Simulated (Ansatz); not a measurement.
Crystal: Pb.

```
Pb
1.0
    -1.97966    1.97966    1.97966
     1.97966   -1.97966    1.97966
     1.97966    1.97966   -1.97966
Pb
1
Direct
  0.00000 0.00000 0.00000
```

This isn't the form of Pb at room conditions, which is fcc.

Base run:

- Program: Ansatz 0.2.0
- Functional: PBEsol
- Potentials or basis: Ansatz PAW
- Cutoff: 420 eV
- Density cutoff: 1680 eV
- k mesh: 9 × 9 × 9
- Occupations: fermi-dirac, width 0.05 eV
- Spin: no spin polarisation

Its results: band gap on the k mesh none (metal or under the smearing width); pressure -2.0 GPa.

Problem. The run is repeated on the same cell with these changes: functional from PBEsol to LDA. What comes out?

Solution. Band gap on the k mesh none (metal or under the smearing width); pressure -3.4 GPa.

LDA binds more tightly than PBEsol, so the same cell stands under less pressure.

Caveats: the PAW data sets come from PBE, with cores solved anew for the run's functional, which leaves a small shift of forces and pressure.

Not every run made on this cell is shown here.
